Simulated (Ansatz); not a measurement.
The cell is PbS in the wurtzite structure (it has left that coordination); cell and atoms were relaxed with r2SCAN. It is hexagonal, P6_3mc (No. 186); conventional cell a = 4.997 Å, c = 5.998 Å, 32.42 Å³ an atom. Pb is surrounded by 5 S at 2.89–3.02 Å; S is surrounded by 5 Pb at 2.89–3.02 Å.

```
Pb S
1.0
     4.99703    0.00000    0.00000
    -2.49852    4.32756    0.00000
     0.00000    0.00000    5.99770
Pb S
2 2
Direct
  0.33333 0.66667 0.93592
  0.66667 0.33333 0.43592
  0.33333 0.66667 0.43908
  0.66667 0.33333 0.93908
```

The questions ask for values computed with the plane-wave code Ansatz on this geometry. The calculation is non-magnetic, and the structure need not be a phase that has been made.

Task: What gap does r2SCAN give, and where are the band edges?

Result: r2SCAN gives a direct gap of 1.72 eV at H.

Task: Estimate the gap with LDA on 6×6×4.

Result: With LDA the gap is 1.28 eV and direct, at H. The gap differs by -0.44 eV from r2SCAN's.

Task: Estimate the gap with PBE+SOC on 6×6×4.

Result: With PBE+SOC the gap is 0.72 eV and direct, at H. Spin-orbit coupling itself accounts for -0.70 eV. The gap differs by -1.00 eV from r2SCAN's.

Task: Estimate the gap with HSE06 on 6×6×4.

Result: HSE06 gives a direct gap of 1.96 eV at H. The gap differs by +0.24 eV from r2SCAN's.

Task: How does the gap change from r2SCAN to PBE0 (6×6×4)?

Result: With PBE0 the gap is 2.59 eV and direct, at H. The gap differs by +0.87 eV from r2SCAN's.

Only the levels marked +SOC include spin-orbit coupling.

The meshes of the hybrids are coarse, so their gaps aren't converged to the digits shown.
